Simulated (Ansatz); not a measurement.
# FeCo3: the cost of one run

Program: Ansatz 0.2.0. Level of theory: DFT PBEsol, scalar-relativistic, plane waves, PAW. These are calculated values, not measurements.

1 further run of the same task is left out (set aside as unsound or not needed).

## 1. The system as given

Symmetry: Pm-3m, No. 221, cubic system. The conventional cell has a = 3.488 Å, b = 3.488 Å, c = 3.488 Å, α = 90.00°, β = 90.00°, γ = 90.00°. Fe (site symmetry m-3m) is surrounded by 12 Co at 2.47 Å. Co (site symmetry 4/mmm) is surrounded by 4 Fe at 2.47 Å and 8 Co at 2.47 Å.

Structure file:

```
CELL_PARAMETERS angstrom
3.48765 0.00000 0.00000
0.00000 3.48765 0.00000
0.00000 0.00000 3.48765
ATOMIC_POSITIONS crystal
Fe 0.00000 0.00000 0.00000
Co 0.50000 0.50000 0.00000
Co 0.50000 0.00000 0.50000
Co 0.00000 0.50000 0.50000
```

It goes back to an entry of the Materials Project, which need not be the stable form.

It is the result of an earlier relaxation at this level (volume 10.61 Å³/atom; gap on the mesh: none (metal), site moments up to 2.5 μB).

## 2. Bands, states and charges

input.yaml

```yaml
crystal:
  lattice:
    - [3.4876517781, 0.0, 0.0]
    - [0.0, 3.4876517781, 0.0]
    - [0.0, 0.0, 3.4876517781]
  atoms:
    - { symbol: Fe, position: [0.0, 0.0, 0.0], spin: 2.77 }
    - { symbol: Co, position: [0.5, 0.5, 0.0], spin: 1.78 }
    - { symbol: Co, position: [0.5, 0.0, 0.5], spin: 1.78 }
    - { symbol: Co, position: [0.0, 0.5, 0.5], spin: 1.78 }
basis:
  ecutwfc: 420
kpoints:
  mp_grid: { grid: [12, 12, 12] }
  band_path:
    path:
      - [[0.0, 0.0, 0.0], [0.0, 0.5, 0.0], [0.5, 0.5, 0.0], [0.0, 0.0, 0.0], [0.5, 0.5, 0.5], [0.0, 0.5, 0.0]]
      - [[0.5, 0.5, 0.5], [0.5, 0.5, 0.0]]
    npoints: 14
hamiltonian:
  xc: pbesol
scf:
  occupations: { method: gaussian, width: 0.1 }
  n_extra_bands: 10
output:
  forces: true
  stress: true
  eigenvalues: true
  populations: true
  dos: { projected: true, de: 0.02, nscf_kmesh: { grid: [18, 18, 18] } }
  bader: true
  write_density: true
  write_potential: true
  elf: true
  volumetric_format: npy
magnetization:
  spin_polarized: true
checkpoint:
  read: start.run
  write: ck
  compress: false
  write_wavefunctions: false
  write_every: 100000
```

On the command line:

```
$ ansatz run input.yaml --threads 1 --pin off --max-ram 2560MiB --backend cpu --events-out ev --progress --plain --runs-dir out
```

What time and memory should one allow on 1 thread of Arm Neoverse V1, shared host?

About 85 s, with a peak of 0.57 GiB.
